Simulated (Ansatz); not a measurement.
**SiC (P6_3mc)**

These are results of DFT PBE, scalar-relativistic, plane waves, PAW in Ansatz, not measurements.

Cutoff 420 eV; k points 12×12×6 on the computed 4-atom cell (Γ-centred); Gaussian smearing, width 0.02 eV; no spin polarisation.

The structure is relaxed at this level of theory with its symmetry kept.

```cif
data_structure
_symmetry_space_group_name_H-M 'P6_3mc'
_symmetry_Int_Tables_number 186
_cell_length_a 3.0918
_cell_length_b 3.0918
_cell_length_c 5.0740
_cell_angle_alpha 90.000
_cell_angle_beta 90.000
_cell_angle_gamma 120.000
_cell_volume 42.00
loop_
_atom_site_label
_atom_site_type_symbol
_atom_site_symmetry_multiplicity
_atom_site_Wyckoff_symbol
_atom_site_fract_x
_atom_site_fract_y
_atom_site_fract_z
_atom_site_occupancy
Si1 Si 2 b 0.33333 0.66667 0.00456 1
C1 C 2 b 0.33333 0.66667 0.38044 1
```

| Quantity | Value |
| --- | --- |
| Space group | P6_3mc (No. 186) |
| Volume per atom | 70.9 bohr³ |
| Formation energy from the elements' standard states (uncorrected) | -0.200 eV/atom |
| Kohn–Sham band gap | 2.31 eV, indirect from Γ to K |
| Löwdin character of the top 1 eV of the valence band | C 2p 83 %, Si 3p 13 % |
| Löwdin character of the lowest 1 eV of the conduction band | Si 3p 44 %, C 2s 15 %, C 2p 12 %, Si 3s 10 %, unprojected 20 % |
| Electron masses at the edge by Cartesian direction of the standard setting (m_e; degenerate bands sorted by energy; no spin-orbit coupling) | x: 0.44; y: 0.44; z: 0.26 |
| Hole masses at the edge by Cartesian direction of the standard setting (m_e; degenerate bands sorted by energy; no spin-orbit coupling) | x: 2.4, 0.33; y: 2.4, 0.33; z: 1.5, 1.5 |
| Bulk modulus | 213 GPa |
| Its pressure derivative | 3.9 |
| Bader charges (e) | Si (2 in the cell) 2.76, C (2 in the cell) -2.76 |